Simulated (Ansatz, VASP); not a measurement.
**Al in VASP and in Ansatz**

```
Al
1.0
     0.00000    2.02481    2.02481
     2.02481    0.00000    2.02481
     2.02481    2.02481    0.00000
Al
1
Direct
  0.00000 0.00000 0.00000
```

Alike in both runs: task band structure; functional RPBE; k mesh 11 × 11 × 11; occupations fermi-dirac, width 0.05 eV; no spin polarisation.

|  | VASP | Ansatz |
| --- | --- | --- |
| version | VASP 6.6.1 | Ansatz 0.2.0 |
| potentials or method | VASP PAW PBE potentials, release 64 (Al) | Ansatz PAW |
| plane-wave cutoff (eV) | 520 | 420 |
| valence electrons in the cell | 3 | 3 |

VASP gave:

- gap on the k mesh at the Fermi level (eV): none
- pressure (GPa): 0.8

Problem. Which values does Ansatz return?

Solution. gap on the k mesh at the Fermi level (eV): none; pressure (GPa): 1.0.

A gap of «none» marks a metal or a gap that the smearing closes.

Caveats: the PAW data sets were made with another functional, which shifts forces and pressure a little (VASP); the PAW data sets come from PBE, with cores solved anew for the run's functional, which leaves a small shift of forces and pressure (Ansatz).
